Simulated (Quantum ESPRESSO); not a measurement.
A calculation with Quantum ESPRESSO 7.5 of Cu (native input, structure typed inline):

Contents of pw.in:

```
&CONTROL
  calculation = 'scf'
  prefix = 'pwscf'
  outdir = './tmp'
  pseudo_dir = './pseudo'
  tprnfor = .true.
  tstress = .true.
  disk_io = 'nowf'
/
&SYSTEM
  ibrav = 0
  nat = 1
  ntyp = 1
  ecutwfc = 55
  ecutrho = 440
  nbnd = 11
  occupations = 'smearing'
  smearing = 'fd'
  degauss = 0.00367493
/
&ELECTRONS
  conv_thr = 2d-10
  electron_maxstep = 120
  mixing_beta = 0.5
/
ATOMIC_SPECIES
Cu    63.5460 Cu.paw.z_11.ld1.psl.v1.0.0-low.upf
CELL_PARAMETERS angstrom
   0.0000000000    1.8075000000    1.8075000000
   1.8075000000    0.0000000000    1.8075000000
   1.8075000000    1.8075000000    0.0000000000
ATOMIC_POSITIONS crystal
Cu     0.0000000000    0.0000000000    0.0000000000
K_POINTS automatic
13 13 13 0 0 0
```

Potentials or basis: SSSP 1.3 efficiency PBE.

Launch:

```console
$ OMP_NUM_THREADS=1 pw.x -in pw.in > pw.out
```

Problem. Write the same calculation in another form: ASE script, structure from a POSCAR.

Solution. As run:

The input run.py:

```python
import numpy as np
from ase.calculators.espresso import Espresso, EspressoProfile
from ase.io import read

atoms = read('POSCAR')

input_data = {
    'control': {'calculation': 'scf', 'prefix': 'pwscf', 'outdir': './tmp', 'tprnfor': True, 'tstress': True, 'disk_io': 'nowf'},
    'system': {'ecutwfc': 55.0, 'ecutrho': 440.0, 'nbnd': 11, 'occupations': 'smearing', 'smearing': 'fd', 'degauss': 0.00367493},
    'electrons': {'conv_thr': 2e-10, 'electron_maxstep': 120, 'mixing_beta': 0.5},
}
pseudopotentials = {'Cu': 'Cu.paw.z_11.ld1.psl.v1.0.0-low.upf'}
profile = EspressoProfile(command='pw.x', pseudo_dir='pseudo')
dft = Espresso(profile=profile, input_data=input_data, pseudopotentials=pseudopotentials, kpts=(13, 13, 13), koffset=(0, 0, 0))
atoms.calc = dft

print(f'energy {atoms.get_potential_energy():.8f} eV')
print('forces (eV/A)')
print(np.round(atoms.get_forces(), 6))
print('stress (eV/A^3, Voigt)')
print(np.round(atoms.get_stress(), 8))
print(f'Fermi level {dft.get_fermi_level():.4f} eV')
```

POSCAR

```
Cu
1.0
    0.0000000000      1.8075000000      1.8075000000
    1.8075000000      0.0000000000      1.8075000000
    1.8075000000      1.8075000000      0.0000000000
Cu
1
Direct
    0.0000000000      0.0000000000      0.0000000000
```

Potentials or basis: SSSP 1.3 efficiency PBE.

The run is started by

```console
$ OMP_NUM_THREADS=1 python run.py
```

Both were run:

|  | native input, structure typed inline | ASE script, structure from a POSCAR |
| --- | --- | --- |
| Pressure | 1.2 GPa | 1.2 GPa |
| Band gap on the k mesh | none (metal or under the smearing width) | none (metal or under the smearing width) |

Keys that steer only the numerical path or the files written may differ.
